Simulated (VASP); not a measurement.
A run of VASP 6.6.1:

File INCAR:

```
SYSTEM = Te
PREC = Accurate ; ENCUT = 300
EDIFF = 1E-6 ; ISMEAR = 0
SIGMA = 0.01 ; LREAL = .False.
LASPH = .True. ; NELM = 80
ALGO = Normal ; ISIF = 2
LWAVE = .False. ; LCHARG = .True.
LNONCOLLINEAR = .True. ; MAGMOM = 0 0 0 0 0 0 0 0 0
LORBIT = 11 ; LSORBIT = .True.
GGA_COMPAT = .False. ; GGA = PE
LVHAR = .True. ; NBANDS = 31
```

Contents of KPOINTS:

```
Automatic mesh
0
Gamma
  9 9 6
  0 0 0
```

File POSCAR:

```
Te
1.0
    4.3046280000      0.0000000000      0.0000000000
   -2.1523140000      3.7279172000      0.0000000000
    0.0000000000      0.0000000000      5.9514709000
Te
3
Direct
    0.2781641000      0.0000000000      0.3333334000
    0.9999999000      0.2781642000      0.6666666000
    0.7218357000      0.7218358000      0.0000000000
```

Potentials or basis: VASP PAW PBE potentials, release 64 (Te).

The run is started by

```sh
$ cat potpaw_PBE.64/Te/POTCAR > POTCAR
$ mpirun -np 1 vasp_ncl > vasp.out
```

Hardware: 1 thread of Intel(R) Xeon(R) Platinum 8259CL CPU @ 2.50GHz (Skylake/Cascade Lake), with other jobs on the host.

Question: Estimate the wall time of this run.

Answer: Run time: 2.9 min on 1 thread of Intel(R) Xeon(R) Platinum 8259CL CPU @ 2.50GHz (Skylake/Cascade Lake), on a shared host, peak memory 0.34 GiB. Counts: scf iterations 13, k points 96.
